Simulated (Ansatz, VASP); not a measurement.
Two plane-wave programs on InSb

```
CELL_PARAMETERS angstrom
0.00000 3.25993 3.25993
3.25993 0.00000 3.25993
3.25993 3.25993 0.00000
ATOMIC_POSITIONS crystal
In 0.00000 0.00000 0.00000
Sb 0.75000 0.75000 0.75000
```

Alike in both runs: functional PBEsol; k mesh 12 × 12 × 12; occupations gaussian, width 0.1 eV; no spin polarisation.

Ansatz relaxed the structure, and its values are those at the end. VASP's run is a single point on that final structure, the one shown.

|  | VASP | Ansatz |
| --- | --- | --- |
| version | VASP 6.6.1 | Ansatz 0.2.0 |
| potentials or method | VASP PAW PBE potentials, release 64 (In_d, Sb) | scalar-relativistic, plane waves, PAW |
| plane-wave cutoff (eV) | 520 | 420 |
| valence electrons in the cell | 18 | 28 |

```csv
,VASP,Ansatz,Ansatz less VASP
gap on the k mesh at the Fermi level (eV),none,none,-
pressure (GPa),0.0,0.0,-0.02
```

A gap of «none» marks a metal or a gap that the smearing closes. The two sets of potentials don't hold the same shells in valence.

Caveats: the PAW data sets were made with another functional, which shifts forces and pressure a little (VASP); this crystal is a semiconductor, whose small gap the functional closes, so the metal is an error of the method. The runs have no spin-orbit coupling, so splittings on Sb are missing.
